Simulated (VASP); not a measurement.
MoS2:

```
CELL_PARAMETERS angstrom
1.58000 0.91221 6.15000
-1.58000 0.91221 6.15000
0.00000 -1.82443 6.15000
ATOMIC_POSITIONS crystal
Mo 0.00000 0.00000 0.00000
S 0.41700 0.41700 0.41700
S 0.25000 0.25000 0.25000
```

Measurements of this composition are mostly on another form, of space group No. 194.

Base run:

| Item | Value |
| --- | --- |
| Program | VASP 6.6.1 |
| Functional | RPBE |
| Potentials or basis | VASP PAW PBE potentials, release 54 (Mo_sv, S) |
| Cutoff | 520 eV |
| k mesh | 10 × 10 × 10 |
| Occupations | gaussian, width 0.05 eV |
| Spin | no spin polarisation |

Its results: band gap on the k mesh 1.02 eV, indirect (least direct gap 1.96 eV); pressure 7.8 GPa; largest force 0.567 eV/Å.

Problem. The run is repeated on the same cell with these changes: functional from RPBE to PBEsol; occupations from gaussian, width 0.05 eV to gaussian, width 0.02 eV. What comes out?

Solution. Band gap on the k mesh 0.92 eV, indirect (least direct gap 1.96 eV); pressure 0.3 GPa; largest force 0.260 eV/Å.

Caveats: the PAW data sets were made with another functional, which shifts forces and pressure a little.

A k mesh can miss the band edges.

Not every run made on this cell is shown here.
